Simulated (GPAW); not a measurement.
Here is a GPAW 26.7.0 calculation.

File run.py:

```python
import spglib
from ase import Atoms
from ase.eos import EquationOfState
from ase.io import Trajectory, read
from ase.units import GPa
from gpaw import GPAW, PW

atoms = read('GaN.cif')
cell, positions, numbers = spglib.find_primitive(
    (atoms.cell[:], atoms.get_scaled_positions(), atoms.numbers), symprec=1e-4)
atoms = Atoms(numbers, cell=cell, scaled_positions=positions, pbc=True)

traj = Trajectory('eos.traj', 'w')
volumes, energies = [], []
for x in [0.94, 0.96, 0.98, 1.0, 1.02, 1.04, 1.06]:
    a = atoms.copy()
    a.set_cell(atoms.cell * x**(1 / 3), scale_atoms=True)
    calc = GPAW(mode=PW(800),
                xc={'name': 'vdW-DF2', 'backend': 'libvdwxc'},
                kpts={'size': (10, 10, 10), 'gamma': True},
                occupations={'name': 'fermi-dirac', 'width': 0.05},
                nbands=11,
                convergence={'density': 1e-05, 'energy': 1e-05},
                maxiter=150,
                txt=f'eos-{x:.2f}.txt')
    a.calc = calc
    energies.append(a.get_potential_energy(force_consistent=True))
    volumes.append(a.get_volume())
    calc.write(f'eos-{x:.2f}.gpw')
    traj.write(a)
    print(f'{x:.2f} {volumes[-1]:10.4f} A^3 {energies[-1]:14.6f} eV', flush=True)

v0, e0, B = EquationOfState(volumes, energies, eos='birchmurnaghan').fit()
print(f'V0 = {v0:.4f} A^3, E0 = {e0:.6f} eV, B0 = {B / GPa:.2f} GPa')
```

File GaN.cif:

```cif
data_GaN
_cell_length_a 4.50700122
_cell_length_b 4.50700122
_cell_length_c 4.50700122
_cell_angle_alpha 90.00000000
_cell_angle_beta 90.00000000
_cell_angle_gamma 90.00000000
_space_group_name_H-M_alt 'F-43m'
_space_group_name_Hall 'F -4 2 3'
_space_group_IT_number 216
loop_
_space_group_symop_operation_xyz
'x,y,z'
'y,-x,-z'
'-x,-y,z'
'-y,x,-z'
'x,-y,-z'
'y,x,z'
'-x,y,-z'
'-y,-x,z'
'z,x,y'
'-z,y,-x'
'z,-x,-y'
'-z,-y,x'
'-z,x,-y'
'z,y,x'
'-z,-x,y'
'z,-y,-x'
'y,z,x'
'-x,-z,y'
'-y,z,-x'
'x,-z,-y'
'-y,-z,x'
'x,z,y'
'y,-z,-x'
'-x,z,-y'
'x,y+1/2,z+1/2'
'y,-x+1/2,-z+1/2'
'-x,-y+1/2,z+1/2'
'-y,x+1/2,-z+1/2'
'x,-y+1/2,-z+1/2'
'y,x+1/2,z+1/2'
'-x,y+1/2,-z+1/2'
'-y,-x+1/2,z+1/2'
'z,x+1/2,y+1/2'
'-z,y+1/2,-x+1/2'
'z,-x+1/2,-y+1/2'
'-z,-y+1/2,x+1/2'
'-z,x+1/2,-y+1/2'
'z,y+1/2,x+1/2'
'-z,-x+1/2,y+1/2'
'z,-y+1/2,-x+1/2'
'y,z+1/2,x+1/2'
'-x,-z+1/2,y+1/2'
'-y,z+1/2,-x+1/2'
'x,-z+1/2,-y+1/2'
'-y,-z+1/2,x+1/2'
'x,z+1/2,y+1/2'
'y,-z+1/2,-x+1/2'
'-x,z+1/2,-y+1/2'
'x+1/2,y,z+1/2'
'y+1/2,-x,-z+1/2'
'-x+1/2,-y,z+1/2'
'-y+1/2,x,-z+1/2'
'x+1/2,-y,-z+1/2'
'y+1/2,x,z+1/2'
'-x+1/2,y,-z+1/2'
'-y+1/2,-x,z+1/2'
'z+1/2,x,y+1/2'
'-z+1/2,y,-x+1/2'
'z+1/2,-x,-y+1/2'
'-z+1/2,-y,x+1/2'
'-z+1/2,x,-y+1/2'
'z+1/2,y,x+1/2'
'-z+1/2,-x,y+1/2'
'z+1/2,-y,-x+1/2'
'y+1/2,z,x+1/2'
'-x+1/2,-z,y+1/2'
'-y+1/2,z,-x+1/2'
'x+1/2,-z,-y+1/2'
'-y+1/2,-z,x+1/2'
'x+1/2,z,y+1/2'
'y+1/2,-z,-x+1/2'
'-x+1/2,z,-y+1/2'
'x+1/2,y+1/2,z'
'y+1/2,-x+1/2,-z'
'-x+1/2,-y+1/2,z'
'-y+1/2,x+1/2,-z'
'x+1/2,-y+1/2,-z'
'y+1/2,x+1/2,z'
'-x+1/2,y+1/2,-z'
'-y+1/2,-x+1/2,z'
'z+1/2,x+1/2,y'
'-z+1/2,y+1/2,-x'
'z+1/2,-x+1/2,-y'
'-z+1/2,-y+1/2,x'
'-z+1/2,x+1/2,-y'
'z+1/2,y+1/2,x'
'-z+1/2,-x+1/2,y'
'z+1/2,-y+1/2,-x'
'y+1/2,z+1/2,x'
'-x+1/2,-z+1/2,y'
'-y+1/2,z+1/2,-x'
'x+1/2,-z+1/2,-y'
'-y+1/2,-z+1/2,x'
'x+1/2,z+1/2,y'
'y+1/2,-z+1/2,-x'
'-x+1/2,z+1/2,-y'
loop_
_atom_site_label
_atom_site_type_symbol
_atom_site_symmetry_multiplicity
_atom_site_Wyckoff_symbol
_atom_site_fract_x
_atom_site_fract_y
_atom_site_fract_z
_atom_site_occupancy
Ga1 Ga 4 a 0.0000000000 0.0000000000 0.0000000000 1
N1 N 4 d 0.2500000000 0.2500000000 0.7500000000 1
```

Potentials or basis: GPAW PAW data sets (gpaw-data 1.2.1), pw.

The run is started by

```sh
$ OMP_NUM_THREADS=1 python run.py
```

**Question.** What does it give for the bulk modulus?

**Answer.** 150 GPa (rough).

**Question.** Predict the equilibrium volume.

**Answer.** 12.77 Å³/atom (rough: see the caveat).

Energy against volume, from the lowest point:
```
volume (Å³/atom)  energy (meV/atom)
          10.757             194.40
          10.986             142.07
          11.215              99.01
          11.444              64.12
          11.673              36.57
          11.902              14.98
          12.131               0.00
```

Caveat: the data sets keep Ga 3d, Li 1s and Be 1s frozen, and some such compounds lay over 1.5 % in volume off other programs; the minimum lies outside the volumes run; the PAW data sets were made with another functional, which shifts forces and pressure a little.
